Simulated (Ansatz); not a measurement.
SiRu, space group P2_13, a conversion between chain and input file

With Ansatz 0.2.0, Python API.

Contents of `input.yaml`:
```yaml
crystal:
  lattice:
    - [4.708595, 0.0, 0.0]
    - [0.0, 4.708595, 0.0]
    - [0.0, 0.0, 4.708595]
  atoms:
    - { symbol: Si, position: [0.162422, 0.337578, 0.662422] }
    - { symbol: Si, position: [0.337578, 0.662422, 0.162422] }
    - { symbol: Si, position: [0.662422, 0.162422, 0.337578] }
    - { symbol: Si, position: [0.837578, 0.837578, 0.837578] }
    - { symbol: Ru, position: [0.870594, 0.629406, 0.370594] }
    - { symbol: Ru, position: [0.629406, 0.370594, 0.870594] }
    - { symbol: Ru, position: [0.370594, 0.870594, 0.629406] }
    - { symbol: Ru, position: [0.129406, 0.129406, 0.129406] }
kpoints:
  mp_grid: { kspacing: 0.3 }
hamiltonian:
  xc: lda
scf:
  occupations: { method: gaussian, width: 0.05 }
  n_extra_bands: 2
  algorithm: direct_min
output:
  forces: true
  stress: true
  eigenvalues: true
elastic:
  mode: relaxed_ion
```

Run as a notebook:

In [1]:
```python
import ansatz as az
```

In [2]:
```python
model = az.Calculation.from_yaml("input.yaml")
print(model.to_python())
```
```text
(
    az.Lattice.of(((4.708595, 0.0, 0.0), (0.0, 4.708595, 0.0), (0.0, 0.0, 4.708595)))
    .atom("Si", (0.162422, 0.337578, 0.662422))
    .atom("Si", (0.337578, 0.662422, 0.162422))
    .atom("Si", (0.662422, 0.162422, 0.337578))
    .atom("Si", (0.837578, 0.837578, 0.837578))
    .atom("Ru", (0.870594, 0.629406, 0.370594))
    .atom("Ru", (0.629406, 0.370594, 0.870594))
    .atom("Ru", (0.370594, 0.870594, 0.629406))
    .atom("Ru", (0.129406, 0.129406, 0.129406))
    .calculation()
    .kpoints(spacing=0.3)
    .functional("lda")
    .scf(algorithm="direct_min", extra_bands=2)
    .occupations(method="gaussian", width=0.05)
    .elastic(mode="relaxed_ion")
    .forces()
    .stress()
    .band_table(publish=True)
)
```

The input is only written out: it wasn't run, and its settings aren't tested. The structure comes from a database and needn't be a stable phase.
